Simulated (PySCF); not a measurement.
Mayer bond orders and bond lengths

Species: ethoxy ethane, C4H10O.
SMILES with atom numbers: `[CH3:1][CH2:2][O:3][CH2:4][CH3:5]` (hydrogens: H6, H7, H8 on C1; H9, H10 on C2; H11, H12 on C4; H13, H14, H15 on C5)

Cartesian coordinates in Å at the PBE0-D3(BJ)/def2-TZVP level; atoms count from 1:
```xyz
15
C4H10O angstrom
C     -2.146   -0.887   -0.654
C     -1.232    0.204   -0.159
O      0.074   -0.303   -0.065
C      1.002    0.659    0.366
C      2.365    0.021    0.444
H     -3.169   -0.516   -0.746
H     -2.145   -1.731    0.039
H     -1.819   -1.246   -1.632
H     -1.565    0.569    0.826
H     -1.252    1.066   -0.844
H      1.012    1.510   -0.334
H      0.703    1.055    1.349
H      2.365   -0.801    1.162
H      3.112    0.754    0.757
H      2.657   -0.376   -0.530
```

Bond orders from the PBE0/pcSseg-2 density (PySCF). The structure is a single PBE0-D3(BJ)/def2-TZVP conformer in the gas phase; no vibrational or solvent corrections.

Where do the orders between heavy atoms depart from those drawn in the SMILES?

The largest departure is 0.045, at C2–O3 (drawn single, 0.955) and O3–C4 (drawn single, 0.955).

Set the Mayer orders of the bonds beside their lengths.

| bond | drawn as | length (Å) | Mayer order |
| --- | --- | --- | --- |
| C1–C2 | single | 1.507 | 0.976 |
| C2–O3 | single | 1.404 | 0.955 |
| O3–C4 | single | 1.404 | 0.955 |
| C4–C5 | single | 1.507 | 0.976 |
| C1–H6 | single | 1.092 | 0.990 |
| C1–H7 | single | 1.092 | 1.003 |
| C1–H8 | single | 1.092 | 1.003 |
| C2–H9 | single | 1.102 | 0.986 |
| C2–H10 | single | 1.101 | 0.986 |
| C4–H11 | single | 1.101 | 0.986 |
| C4–H12 | single | 1.102 | 0.985 |
| C5–H13 | single | 1.092 | 1.003 |
| C5–H14 | single | 1.092 | 0.990 |
| C5–H15 | single | 1.092 | 1.003 |

Sum the orders of all bonds at each heavy atom with more than one neighbour and set the sums beside the valence in the SMILES.

C1 3.972 (drawn 4), C2 3.903 (drawn 4), O3 1.910 (drawn 2), C4 3.902 (drawn 4), C5 3.972 (drawn 4). Orders between atoms that aren't bonded are not in these sums.

For a closed shell the Mayer order of atoms A and B is Σ (PS)μν (PS)νμ over the basis functions μ on A and ν on B, with P the density and S the overlap matrix.

The run behind these numbers computed NMR shieldings as well. On 2 threads, Intel Xeon at 2.50 GHz (x86_64), no GPU, shared host with 64 logical CPUs at a one-minute load of 58, this took 3.2 min wall, 3.6 min CPU (grids of density and orbitals included) and 2.0 GiB of memory at its peak.
